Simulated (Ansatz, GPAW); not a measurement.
Given: the input of a run of Ansatz 0.2.0 on Ni. This isn't the form of Ni at room conditions, which is fcc.

File input.yaml:

```yaml
crystal:
  lattice:
    - [2.4480228978, 0.0, 0.0]
    - [-1.2240114489, 2.1200500186, 0.0]
    - [0.0, 0.0, 4.07280757]
  atoms:
    - { symbol: Ni, position: [0.6666666667, 0.3333333333, 0.75], spin: 1.0 }
    - { symbol: Ni, position: [0.3333333333, 0.6666666667, 0.25], spin: 1.0 }
hamiltonian:
  xc: lda
  pseudopotentials: { kind: paw }
magnetization:
  spin_polarized: true
kpoints:
  mp_grid: { grid: [12, 12, 7] }
scf:
  occupations: { method: gaussian, width: 0.1 }
output:
  forces: true
  stress: true
  eigenvalues: true
```

Potentials or basis: Ansatz PAW.

Command:

```bash
$ ansatz run input.yaml --threads 1 --pin off --max-ram 3584MiB --backend cpu --events-out ev --progress --plain --runs-dir out
```

Q: Translate it to GPAW 26.7.0 (ASE script). Potentials or basis there: the program's PAW data sets (release 1.2.1) made for this functional, cutoff 600 eV.

A: As run (cutoffs and basis follow the program's own potentials, and thresholds, step limits or extra output files can differ):

Contents of run.py:

```python
from ase.dft.bandgap import bandgap
from ase.io import read, write
from ase.units import GPa
from gpaw import GPAW, PW

atoms = read('Ni.xyz')
atoms.set_initial_magnetic_moments([1.0, 1.0])

calc = GPAW(mode=PW(600),
            xc='LDA',
            kpts={'size': (12, 12, 7), 'gamma': True},
            occupations={'name': 'methfessel-paxton', 'order': 0, 'width': 0.1},
            nbands=29,
            convergence={'density': 1e-05, 'energy': 1e-05},
            maxiter=150,
            txt='gpaw.txt')
atoms.calc = calc
energy = atoms.get_potential_energy()
forces = atoms.get_forces()
stress = atoms.get_stress()
calc.write('gs.gpw')
write('result.traj', atoms)
print(f'Energy: {energy:.6f} eV')
print('Forces (eV/A):')
print(forces.round(4))
print('Stress (GPa):', (stress / GPa).round(3))
print('Moments:', calc.get_magnetic_moments().round(3))
print('Fermi level:', round(calc.get_fermi_level(), 4), 'eV')
print(f'Gap: {bandgap(calc)[0]:.4f} eV, direct: {bandgap(calc, direct=True)[0]:.4f} eV')
```

Contents of Ni.xyz:

```xyz
2
Lattice="2.4480228978 0.0000000000 0.0000000000 -1.2240114489 2.1200500186 0.0000000000 0.0000000000 0.0000000000 4.0728075700" Properties=species:S:1:pos:R:3 pbc="T T T"
Ni     1.2240114490      0.7066833395      3.0546056775
Ni    -0.0000000001      1.4133666791      1.0182018925
```

Potentials or basis: the program's PAW data sets (release 1.2.1) made for this functional, pw.

Command:

```console
$ OMP_NUM_THREADS=1 python run.py
```

Both were run:

|  | Ansatz | GPAW |
| --- | --- | --- |
| Pressure | -10.9 GPa | -8.9 GPa |
| Net moment | 1.25 μB per cell | 1.26 μB per cell |

Ansatz's pressure holds a Pulay term of +0.11 GPa for its cutoff of 420 eV, which the other run lacks.

The potentials hold 36 and 32 valence electrons a cell.

Ansatz's potentials were made for PBE.

Where Ansatz's input types no cutoff or centring, it takes its own default and a Γ-centred mesh.

The two programs' LDA may be different fits to the electron gas.

The magnetic state is the one that the start led to; the real crystal's order can differ.

The cell lies far from this level's equilibrium.

Pressure is positive in compression.
